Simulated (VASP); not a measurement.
# Settings for FeCo: equation of state

FeCo, Pm-3m (no. 221), 2 atoms in the cell. PBE; PAW potentials Co_sv_GW, Fe_sv_GW (PBE set). VASP 6.6.1.

Wanted: equilibrium volume within 0.125 %; bulk modulus within 1 %.

What the run is for: choice of potentials; Accuracy asked: tight; Volumes (times the given one): 0.91, 0.94, 0.97, 1, 1.03, 1.06, 1.09.

## Potentials and cutoff

| Potentials and cutoff | Equilibrium volume (Å³/atom) | Bulk modulus (GPa) | Time (s) |
|---|---|---|---|
| Co_sv_GW Fe_sv_GW, ENCUT 620 | 11.51 | 188.9 | 175 |
| Co_sv Fe_sv, ENCUT 620 | 11.48 | 189.4 | 135 |
| Co_pv Fe_pv, ENCUT 470 | 11.5 | 186.5 | 90 |
| Co Fe, ENCUT 450 | 11.47 | 186.6 | 62 |
| Co_GW Fe_GW, ENCUT 640 | 11.45 | 187.2 | 118 |

## Question

For each series: keep the first row unless others stay within the tolerance and take at least 30 % less time, and then take the fastest.

## Answer

- Potentials and cutoff: Co_sv_GW Fe_sv_GW, ENCUT 620

The chosen settings are those of the reference run.

## The input

INCAR:
```
ALGO = Normal
EDIFF = 1E-7
ENCUT = 620
GGA = PE
GGA_COMPAT = F
ISIF = 2
ISMEAR = 1
ISPIN = 2
KPAR = 2
LASPH = T
LCHARG = F
LMAXMIX = 4
LORBIT = 11
LREAL = F
LWAVE = F
MAGMOM = 2 3
NELM = 200
NSW = 0
PREC = Accurate
SIGMA = 0.1
```

KPOINTS:
```
k-points
0
Gamma
  11 11 11
```

POSCAR.step1:
```
FeCo
1.0
    2.7685818735      0.0000000000      0.0000000000
    0.0000000000      2.7685818735      0.0000000000
    0.0000000000      0.0000000000      2.7685818735
Co Fe
1 1
Direct
    0.0000000000      0.0000000000      0.0000000000
    0.5000000000      0.5000000000      0.5000000000
```

POSCAR.step2:
```
FeCo
1.0
    2.7986775126      0.0000000000      0.0000000000
    0.0000000000      2.7986775126      0.0000000000
    0.0000000000      0.0000000000      2.7986775126
Co Fe
1 1
Direct
    0.0000000000      0.0000000000      0.0000000000
    0.5000000000      0.5000000000      0.5000000000
```

POSCAR.step3:
```
FeCo
1.0
    2.8281394410      0.0000000000      0.0000000000
    0.0000000000      2.8281394410      0.0000000000
    0.0000000000      0.0000000000      2.8281394410
Co Fe
1 1
Direct
    0.0000000000      0.0000000000      0.0000000000
    0.5000000000      0.5000000000      0.5000000000
```

POSCAR.step4:
```
FeCo
1.0
    2.8570000000      0.0000000000      0.0000000000
    0.0000000000      2.8570000000      0.0000000000
    0.0000000000      0.0000000000      2.8570000000
Co Fe
1 1
Direct
    0.0000000000      0.0000000000      0.0000000000
    0.5000000000      0.5000000000      0.5000000000
```

POSCAR.step5:
```
FeCo
1.0
    2.8852889685      0.0000000000      0.0000000000
    0.0000000000      2.8852889685      0.0000000000
    0.0000000000      0.0000000000      2.8852889685
Co Fe
1 1
Direct
    0.0000000000      0.0000000000      0.0000000000
    0.5000000000      0.5000000000      0.5000000000
```

POSCAR.step6:
```
FeCo
1.0
    2.9130338337      0.0000000000      0.0000000000
    0.0000000000      2.9130338337      0.0000000000
    0.0000000000      0.0000000000      2.9130338337
Co Fe
1 1
Direct
    0.0000000000      0.0000000000      0.0000000000
    0.5000000000      0.5000000000      0.5000000000
```

POSCAR.step7:
```
FeCo
1.0
    2.9402600270      0.0000000000      0.0000000000
    0.0000000000      2.9402600270      0.0000000000
    0.0000000000      0.0000000000      2.9402600270
Co Fe
1 1
Direct
    0.0000000000      0.0000000000      0.0000000000
    0.5000000000      0.5000000000      0.5000000000
```

Commands (each step's output is kept before the next begins):
```
cat potpaw_PBE.64/Co_sv_GW/POTCAR potpaw_PBE.64/Fe_sv_GW/POTCAR > POTCAR
cp POSCAR.step1 POSCAR
mpirun -np 2 vasp_std > vasp.out
cp POSCAR.step2 POSCAR
mpirun -np 2 vasp_std > vasp.out
cp POSCAR.step3 POSCAR
mpirun -np 2 vasp_std > vasp.out
cp POSCAR.step4 POSCAR
mpirun -np 2 vasp_std > vasp.out
cp POSCAR.step5 POSCAR
mpirun -np 2 vasp_std > vasp.out
cp POSCAR.step6 POSCAR
mpirun -np 2 vasp_std > vasp.out
cp POSCAR.step7 POSCAR
mpirun -np 2 vasp_std > vasp.out
```

Limits: Total energies under different potentials can't be compared; the cell and the gap can.

The chosen input took VASP 6.6.1 175 s on 2 cores (Intel Xeon 6975P-C (Granite Rapids)), a shared host.
